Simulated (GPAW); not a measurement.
# BeTe (F-43m) in GPAW: further runs

Aim: see how the results for BeTe move with the level of theory and the settings. Levels: PBEsol+D3(BJ), BLYP+D3(BJ), BLYP+D4. Tasks: relaxation of cell and atoms.

Program: GPAW 26.7.0. These are calculated values, not measurements. Logs are shortened: lines on timing, memory, paths and dates and some standing lists are left out, and cuts for length are marked. The log counts tension as positive stress, the text compression.

## (1) Starting point

The structure is cubic, space group F-43m (No. 216). The conventional cell has a = 5.540 Å, b = 5.540 Å, c = 5.540 Å, α = 90.00°, β = 90.00°, γ = 90.00°. Te (site symmetry -43m) has 4 Be at 2.40 Å as nearest neighbours. Around Be (site symmetry -43m) lie 4 Te at 2.40 Å.

## (2) Relaxation of cell and atoms, PBEsol+D3(BJ)

Contents of run.py:

```python
from ase.calculators.mixing import SumCalculator
from ase.filters import FrechetCellFilter
from ase.io import read, write
from ase.optimize import BFGS
from dftd3.ase import DFTD3
from gpaw import GPAW, PW, setup_paths

setup_paths.insert(0, '.')

atoms = read('POSCAR')

calc = GPAW(mode=PW(800),
            xc='PBEsol',
            kpts={'size': (8, 8, 8), 'gamma': True},
            occupations={'name': 'fermi-dirac', 'width': 0.05},
            nbands=11,
            convergence={'density': 1e-05, 'forces': 0.0001},
            maxiter=150,
            txt='gpaw.txt')
atoms.calc = SumCalculator([calc, DFTD3(method='pbesol', damping='d3bj')])
opt = BFGS(FrechetCellFilter(atoms), trajectory='relax.traj', logfile='-')
done = opt.run(fmax=0.05, steps=40)
calc.write('gs.gpw')
write('result.traj', atoms)
print('Converged:', done)
print('Cell:', atoms.cell.cellpar().round(4))
print('Volume:', round(atoms.get_volume(), 4))
print(atoms.get_scaled_positions().round(5))
```

Contents of POSCAR:

```
BeTe
1.0
    0.0000000000      2.7700000000      2.7700000000
    2.7700000000      0.0000000000      2.7700000000
    2.7700000000      2.7700000000      0.0000000000
Te Be
1 1
Direct
    0.7500000000      0.7500000000      0.7500000000
    0.0000000000      0.0000000000      0.0000000000
```

Potentials or basis: PAW data sets generated in the run's folder for this functional, pw.

Started as:

```sh
$ gpaw-setup -f PBEsol Be Te
$ OMP_NUM_THREADS=1 python run.py
```

gpaw.txt:

```text
__  _  _
 | _ |_)|_||  |
 |__||  | ||/\| - 26.7.0

Input parameters:
  mode=PW(ecut=800.0),
  convergence={'density': 1e-05, 'forces': 0.0001},
  kpts=MonkhorstPack(size=(8, 8, 8), gamma=True),
  maxiter=150,
  nbands=11,
  occupations=Occupations(name='fermi-dirac', width=0.05),
  xc=XC(name='PBEsol')

Diagonalizing LCAO Hamiltonian
Converting LCAO to pw mode

                    Te

       Be

Atoms  # Å, Bohr magnetons
|   | symbol |        x |        y |        z |    initial magnetic moments |
|---|--------|----------|----------|----------|-----------------------------|
| 0 |     Te | 4.155000 | 4.155000 | 4.155000 | ( 0.0000,  0.0000,  0.0000) |
| 1 |     Be | 0.000000 | 0.000000 | 0.000000 | ( 0.0000,  0.0000,  0.0000) |

Unit cell  # Å
| periodic |        x |        y |        z |  lengths |    angles |
|----------|----------|----------|----------|----------|-----------|
|      yes | 0.000000 | 2.770000 | 2.770000 | 3.917372 | 60.000000 |
|      yes | 2.770000 | 0.000000 | 2.770000 | 3.917372 | 60.000000 |
|      yes | 2.770000 | 2.770000 | 0.000000 | 3.917372 | 60.000000 |

Number of symmetries: 24
Symmetry operations  # r_c * U_cc + t_c -> r_c
|    | kind |            matrix            |
|----|------|------------------------------|
|  0 |  E   |  1, 0, 0,  0, 1, 0,  0, 0, 1 |
|  1 |  σ   |  1, 0, 0,  0, 0, 1,  0, 1, 0 |
|  2 |  σ   |  1, 0,-1,  0, 1,-1,  0, 0,-1 |
|  3 |  C3  |  1, 0,-1,  0, 0,-1,  0, 1,-1 |
|  4 |  C3  |  1,-1, 0,  0,-1, 1,  0,-1, 0 |
|  5 |  σ   |  1,-1, 0,  0,-1, 0,  0,-1, 1 |
|  6 |  σ   |  0, 1, 0,  1, 0, 0,  0, 0, 1 |
|  7 |  C3  |  0, 1, 0,  0, 0, 1,  1, 0, 0 |
|  8 |  C2  |  0, 1,-1,  1, 0,-1,  0, 0,-1 |
|  9 |  S4  |  0, 1,-1,  0, 0,-1,  1, 0,-1 |
| 10 |  C3  |  0, 0, 1,  1, 0, 0,  0, 1, 0 |
| 11 |  σ   |  0, 0, 1,  0, 1, 0,  1, 0, 0 |
| 12 |  S4  |  0, 0,-1,  1, 0,-1,  0, 1,-1 |
| 13 |  C3  |  0, 0,-1,  0, 1,-1,  1, 0,-1 |
| 14 |  S4  |  0,-1, 1,  1,-1, 0,  0,-1, 0 |
| 15 |  C2  |  0,-1, 1,  0,-1, 0,  1,-1, 0 |
| 16 |  C3  |  0,-1, 0,  1,-1, 0,  0,-1, 1 |
| 17 |  S4  |  0,-1, 0,  0,-1, 1,  1,-1, 0 |
| 18 |  S4  | -1, 1, 0, -1, 0, 1, -1, 0, 0 |
| 19 |  C3  | -1, 1, 0, -1, 0, 0, -1, 0, 1 |
| 20 |  C3  | -1, 0, 1, -1, 1, 0, -1, 0, 0 |
| 21 |  S4  | -1, 0, 1, -1, 0, 0, -1, 1, 0 |
| 22 |  σ   | -1, 0, 0, -1, 1, 0, -1, 0, 1 |
| 23 |  C2  | -1, 0, 0, -1, 0, 1, -1, 1, 0 |

BZ-sampling:
  Number of BZ points: 512
  Number of IBZ points: 29

  Monkhorst-Pack size: [8, 8, 8]
  Monkhorst-Pack shift: [0.0625, 0.0625, 0.0625]

K-points  # in reciprocal-cell coordinates
|     |                                coordinates |     weight |
|-----|--------------------------------------------|------------|
|   0 | (  0.00000000,   0.00000000,   0.00000000) | 0.00195312 |
|   1 | (  0.12500000,   0.12500000,   0.00000000) | 0.01171875 |
|   2 | (  0.12500000,   0.12500000,   0.12500000) | 0.01562500 |
|   3 | (  0.25000000,   0.12500000,   0.12500000) | 0.02343750 |
|   4 | (  0.25000000,   0.25000000,   0.00000000) | 0.01171875 |
|   5 | (  0.25000000,   0.25000000,   0.12500000) | 0.04687500 |
|   6 | (  0.25000000,   0.25000000,   0.25000000) | 0.01562500 |
|   7 | (  0.37500000,   0.25000000,  -0.37500000) | 0.04687500 |
|   8 | (  0.37500000,   0.25000000,   0.12500000) | 0.04687500 |
|   9 | (  0.37500000,   0.25000000,   0.25000000) | 0.04687500 |
| ... |                                            |            |
|  28 | (  0.50000000,   0.50000000,   0.50000000) | 0.00781250 |

Plane wave coefficients: 2204
Cutoff: 800.0 eV

Spin-components: 1 (collinear spins)
Bands:           11
Projectors:      10
Spin-degeneracy: 2
Datatype:        complex128

Parallelization:
  kpt:    1
  domain: 1
  band:   1

Density:
  Valence electrons: 8.0
  Components: 1
  Grid points: [27 27 27]
  Charge: 0.0  # |e|

Potential:
  Grid points: [27 27 27]

species:
  Te:
    name:    Tellurium
    Z:       52.0
    valence: 6
    core:    46
    charge:  0.0  # [|e|]
    compensation charges:
      type: gauss
      rc: 0.36  # [Å]
      lmax: 2
    cutoffs:
      filter: 2.09  # [Å]
      core: 3.17  # [Å]
    projectors
    | kind |    occ | energy [eV] | rcut [Å] |
    |------|--------|-------------|----------|
    |   5s |  2.000 |     -15.132 |    1.180 |
    |   5p |  4.000 |      -5.970 |    1.196 |
    |    s |        |      12.080 |    1.180 |
    |    p |        |      21.241 |    1.196 |
    |    d |        |       0.000 |    1.238 |

    Using partial waves for Te as LCAO basis

  Be:
    name:    Beryllium
    Z:       4.0
    valence: 2
    core:    2
    charge:  0.0  # [|e|]
    compensation charges:
      type: gauss
      rc: 0.25  # [Å]
      lmax: 2
    cutoffs:
      filter: 1.42  # [Å]
      core: 1.77  # [Å]
    projectors
    | kind |    occ | energy [eV] | rcut [Å] |
    |------|--------|-------------|----------|
    |   2s |  2.000 |      -5.543 |    0.794 |
    |   2p |  0.000 |      -1.968 |    0.794 |
    |    s |        |      21.668 |    0.794 |
    |    p |        |      25.243 |    0.794 |
    |    d |        |       0.000 |    0.794 |

    Using partial waves for Be as LCAO basis

Reference energy: -185107.435115  # eV

eigensolver:
  PPCG
  Converge bands: occupied
  niter=2

density mixing:
  MSR1-Mixer
  Pratt-step length: 0.05
  Maximum mixing coefficient: 0.75
  Old densities: 10
  SVD Regularization: 0.005
  Good broyden scale: 1.0
  Trust region scale: 1.0
  Backstep threshold: 4.0
  History deletion threshold: 6.0
  Fourier metric: weight=20.0, sigma=0.015

occupation numbers:
  Fermi-Dirac:
    width: 0.0500  # eV

poisson solver:
  ecut: 6400.0  # eV

xc functional:
  name: PBEsol with 2 nearest neighbor stencil

convergence criteria:
- Maximum integral of absolute [dens]ity change: 1e-05 electrons / valence electron
- Maximum change in the atomic [forces] across last 2 cycles: 0.0001 eV/Ang OR
Maximum error relative to the maximum force is below inf
- Maximum [total energy] change in last 3 cyles: 0.0005 eV / valence electron
- Maximum integral of absolute [eigenst]ate change: 4e-08 eV^2 / valence electron
maximum number of iterations: 150

SCF iterations
|iter     | |      energy | eigst |  dens |force |
|---------|-|-------------|-------|-------|------|
|iter:   1| |   -8.420824 | -0.14 |       |      |
|iter:   2| |   -8.400197 | -2.08 | -0.91 |      |
|iter:   3| |   -8.268928 | -2.21 | -0.95 |      |
|iter:   4| |   -8.267086 | -3.17 | -1.57 |      |
|iter:   5| |   -8.267422c| -4.43 | -2.13 |      |
|iter:   6| |   -8.267458c| -5.54 | -2.70 |      |
|iter:   7| |   -8.267459c| -7.06 | -3.73 |      |
|iter:   8| |   -8.267459c| -7.87c| -4.18 |      |
|iter:   9| |   -8.267459c| -8.69c| -5.29c|      |
|iter:  10| |   -8.267459c| -9.52c| -5.78c|-16.23c|

Converged in 10 steps
Energy contributions relative to reference atoms: (reference = -185107.435115)

Energy contributions:
  Kinetic:          17.617149
  Coulomb:         -15.896084
  Zero:              0.161350
  External:          0.000000
  Xc:              -10.149875
  Entropy:          -0.000000
  Spinorbit:         0.000000
  ----------------------------
  Free energy:      -8.267459
  Extrapolated:     -8.267459

dipole moment: (-0.440963, -0.440963, -0.440963)  # |e|*Ang

Fermi level: 6.317
Eigenvalues  # (at kpt = [0.000, 0.000, 0.000])
| band index |      eig [eV] | occ [0-2] |
|------------|---------------|-----------|
|          0 |        -7.197 |     2.000 |
|          1 |         5.450 |     2.000 |
|          2 |         5.450 |     2.000 |
|          3 |         5.450 |     2.000 |
|          4 |         9.032 |     0.000 |
|          5 |         9.032 |     0.000 |
|          6 |         9.032 |     0.000 |
|          7 |         9.549 |     0.000 |
|          8 |        13.735 |     0.000 |
|          9 |        16.000 |     0.000 |
|         10 |        16.363 |     0.000 |

Gap: 1.747 eV
Transition (v -> c):
  (s=0, k=0, n=3, [0.00, 0.00, 0.00]) -> (s=0, k=24, n=4, [0.50, 0.50, 0.00])
Direct/indirect transitions are different
Direct gap: 3.582 eV
Transition at: (s=0, k=0, n=3, [0.00, 0.00, 0.00])

Stress tensor  # eV/Ang^3
|         x |         y |         z |
|-----------|-----------|-----------|
| -0.013232 |  0.000000 |  0.000000 |
|  0.000000 | -0.013232 |  0.000000 |
|  0.000000 |  0.000000 | -0.013232 |

Forces  # eV/Ang
|       x |       y |        z |
|---------|---------|----------|
| 0.00000 | 0.00000 | -0.00000 |  # Te   0
| 0.00000 | 0.00000 |  0.00000 |  # Be   1

# Writing to gs.gpw (mode='')
```

Wall time 36 s (1 thread of AMD EPYC, shared host); peak memory 0.17 GiB.

What came out:

| Quantity | Value |
| --- | --- |
| Free energy | -8.9025 eV |
| Pressure after relaxing | -0.3 GPa |
| Band gap on the k mesh | 1.75 eV, indirect (least direct gap 3.58 eV) |
| Dispersion energy per atom | -0.318 eV |

Final structure:
```
CELL_PARAMETERS angstrom
0.00000 2.77000 2.77000
2.77000 0.00000 2.77000
2.77000 2.77000 0.00000
ATOMIC_POSITIONS crystal
Te 0.75000 0.75000 0.75000
Be 0.00000 0.00000 0.00000
```

Levels at points of the mesh, in eV from the valence-band top:
| k point | band 1 | band 2 | band 3 | band 4 | band 5 | band 6 | band 7 |
| --- | --- | --- | --- | --- | --- | --- | --- |
| (0.00, 0.00, 0.00) | -12.65 | 0.00 | 0.00 | 0.00 | 3.58 | 3.58 | 3.58 |
| (0.50, 0.50, 0.00) | -10.63 | -5.39 | -2.84 | -2.84 | 1.75 | 2.56 | 10.08 |
| (0.50, 0.50, 0.50) | -11.17 | -5.89 | -1.22 | -1.22 | 3.18 | 4.57 | 4.57 |

Caveat: the relaxation stopped at its first step, so nothing moved; later steps reuse the first step's grids; spin-orbit coupling is left out, which moves the levels of the heavy elements. A k mesh can miss the band edges.

## (3) Relaxation of cell and atoms, BLYP+D3(BJ)

Edit run.py of step 2 so:

```diff
@@ -9,6 +9,6 @@
 
-atoms = read('POSCAR')
+atoms = read('BeTe.xyz')
 
 calc = GPAW(mode=PW(800),
-            xc='PBEsol',
+            xc='BLYP',
             kpts={'size': (8, 8, 8), 'gamma': True},
@@ -17,7 +17,8 @@
             convergence={'density': 1e-05, 'forces': 0.0001},
+            eigensolver='davidson',
             maxiter=150,
             txt='gpaw.txt')
-atoms.calc = SumCalculator([calc, DFTD3(method='pbesol', damping='d3bj')])
+atoms.calc = SumCalculator([calc, DFTD3(method='blyp', damping='d3bj')])
 opt = BFGS(FrechetCellFilter(atoms), trajectory='relax.traj', logfile='-')
-done = opt.run(fmax=0.05, steps=40)
+done = opt.run(fmax=0.02, steps=100)
 calc.write('gs.gpw')
```

Contents of BeTe.xyz:

```xyz
2
Lattice="0.0000000000 2.7700000000 2.7700000000 2.7700000000 0.0000000000 2.7700000000 2.7700000000 2.7700000000 0.0000000000" Properties=species:S:1:pos:R:3 pbc="T T T"
Te     4.1550000000      4.1550000000      4.1550000000
Be     0.0000000000      0.0000000000      0.0000000000
```

Potentials or basis: PAW data sets generated in the run's folder for this functional, pw.

Started as:

```sh
$ gpaw-setup -f BLYP Be Te
$ OMP_NUM_THREADS=1 python run.py
```

It took 80 s on 1 thread of AMD EPYC, shared host; peak memory 0.2 GiB.

It converged, with:

| Property | Result |
| --- | --- |
| Free energy | -8.0761 eV |
| Relaxed volume | 21.40 Å³/atom |
| Relaxed cell | a = 3.926 Å, b = 3.926 Å, c = 3.926 Å, α = 60.00°, β = 60.00°, γ = 60.00° |
| Space group after relaxing (to 0.05 Å) | F-43m (No. 216) |
| Energy gained by relaxing | 0.2 meV/atom |
| Ionic steps | 3 |
| Pressure after relaxing | 0.0 GPa |
| Band gap on the k mesh | 2.16 eV, indirect (least direct gap 3.72 eV) |
| Dispersion energy per atom | -0.797 eV |

The path:
```
step  energy change (eV)  largest force (eV/Å)  pressure (GPa)  volume (Å³)
   1              0.0000                0.0000            0.43        42.51
   2             -0.0001                0.0000            0.35        42.56
   3             -0.0004                0.0000            0.00        42.79
```

Final structure:
```yaml
crystal:
  lattice:
    - [0.00000, 2.77615, 2.77615]
    - [2.77615, 0.00000, 2.77615]
    - [2.77615, 2.77615, 0.00000]
  atoms:
    - { symbol: Te, position: [0.75000, 0.75000, 0.75000] }
    - { symbol: Be, position: [0.00000, 0.00000, 0.00000] }
```

Levels at points of the mesh, in eV from the valence-band top:
| k point | band 1 | band 2 | band 3 | band 4 | band 5 | band 6 | band 7 |
| --- | --- | --- | --- | --- | --- | --- | --- |
| (0.00, 0.00, 0.00) | -12.52 | 0.00 | 0.00 | 0.00 | 3.72 | 3.72 | 3.72 |
| (0.50, 0.50, 0.00) | -10.60 | -5.23 | -2.74 | -2.74 | 2.16 | 2.83 | 10.05 |
| (0.50, 0.50, 0.50) | -11.12 | -5.67 | -1.18 | -1.18 | 3.37 | 4.76 | 4.76 |

Caveat: later steps reuse the first step's grids; spin-orbit coupling is left out, which moves the levels of the heavy elements. A k mesh can miss the band edges.

(Continued in part 2 of 2.)
